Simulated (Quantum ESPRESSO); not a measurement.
CuO: equation of state with PBEsol

The system is CuO.

```
CELL_PARAMETERS angstrom
3.17953 0.00000 0.00000
-1.58977 2.75356 0.00000
0.00000 0.00000 4.43149
ATOMIC_POSITIONS crystal
Cu 0.00000 0.00000 0.00000
Cu 0.00000 0.00000 0.50000
O 0.33333 0.66667 0.25000
O 0.66667 0.33333 0.75000
```

Measurements of this composition are mostly on another form, of space group No. 15.

| Quantity | Value |
| --- | --- |
| Program | Quantum ESPRESSO 7.5 |
| Task | equation of state |
| Functional | PBEsol |
| Potentials or basis | GBRV 1.5 PBEsol |
| Cutoff | 762 eV |
| Density cutoff | 6095 eV |
| k mesh | 10 × 10 × 6 |
| Occupations | fermi-dirac, width 0.05 eV |
| Spin | no spin polarisation |

```json
{"Equilibrium volume": "9.61 Å³/atom", "Bulk modulus at fixed shape and positions": "190 GPa", "Pressure derivative of the bulk modulus": "4.7"}
```

Energy against volume, from the lowest point:
```tsv
volume (Å³/atom)	energy (meV/atom)
9.117	15.95
9.311	5.27
9.505	0.15
9.699	0.00
9.893	4.25
10.087	12.43
10.281	24.14
```

All runs of the series together: 16 min on 1 thread of Intel(R) Xeon(R) Processor @ 2.50GHz (Skylake/Cascade Lake) (shared host).

Caveat: the cell was scaled at fixed shape and fractional positions, which overstates the stiffness of a crystal with free parameters, most of all of layers and chains; the run has no spin polarisation, though such a crystal can be magnetic.
